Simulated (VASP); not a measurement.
Write the native input for VASP 6.6.1 that does the following.

* Task: relaxation of shape and atoms at fixed volume
* Functional: r2SCAN
* Potentials or basis: VASP PAW PBE potentials, release 64 (Ba_sv, Ti_sv, O)
* Cutoff: 600 eV
* k mesh: 8 × 8 × 8
* Occupations: gaussian, width 0.03 eV
* Spin: no spin polarisation
* Further INCAR settings: ALGO = Normal; EDIFF = 1e-07; IBRION = 2; EDIFFG = -0.01; NSW = 40; ISIF = 4

The structure of BaTiO3 lies in POSCAR:

```
BaTiO3                                  
1.0
    4.0397353902      0.0000000000      0.0000000000
    0.0000000000      4.0397353902      0.0000000000
    0.0000000000      0.0000000000      4.1691213081
  Ba              Ti              O             
     1     1     3
Direct
     0.0000000000000000    0.0000000000000000    0.9971689026408086
     0.5000000000000000    0.5000000000000000    0.4792036959588444
     0.5000000000000000    0.5000000000000000    0.0331038404906181
     0.5000000000000000    0.0000000000000000    0.5167617804548641
     0.0000000000000000    0.5000000000000000    0.5167617804548641
```

The cell isn't the ideal one: a relaxed cell with its volume scaled by 1.04.

The input as run:

INCAR

```
PREC = Accurate ; ENCUT = 600
EDIFF = 1E-7 ; ISMEAR = 0
SIGMA = 0.03 ; LREAL = F
LASPH = T ; NELM = 80
ALGO = Normal ; ISIF = 4
LWAVE = F ; LCHARG = F
METAGGA = R2SCAN ; LMIXTAU = T
IBRION = 2 ; NSW = 40
EDIFFG = -0.01 ; KPAR = 2
```

KPOINTS

```
Automatic mesh
0
Gamma
  8 8 8
```

Potentials or basis: VASP PAW PBE potentials, release 64 (Ba_sv, Ti_sv, O).

Command:

```console
$ cat potpaw_PBE.64/Ba_sv/POTCAR potpaw_PBE.64/Ti_sv/POTCAR potpaw_PBE.64/O/POTCAR > POTCAR
$ mpirun -np 2 vasp_std > vasp.out
```

It gave:

| Item | Value |
| --- | --- |
| Energy gained by relaxing | 4.0 meV/atom |
| Ionic steps | 11 |
| Pressure after relaxing | -3.8 GPa |
| Largest force after relaxing | 0.004 eV/Å |
| Band gap on the k mesh | 2.16 eV, indirect (least direct gap 2.76 eV) |

Caveat: the PAW data sets were made with another functional, which shifts forces and pressure a little; spin-orbit coupling is left out, which moves the levels of the heavy elements.

Wall time 20 min on 2 MPI ranks on Intel(R) Xeon(R) Platinum 8259CL CPU @ 2.50GHz (Skylake/Cascade Lake) (shared host), peak memory 0.32 GiB a rank.
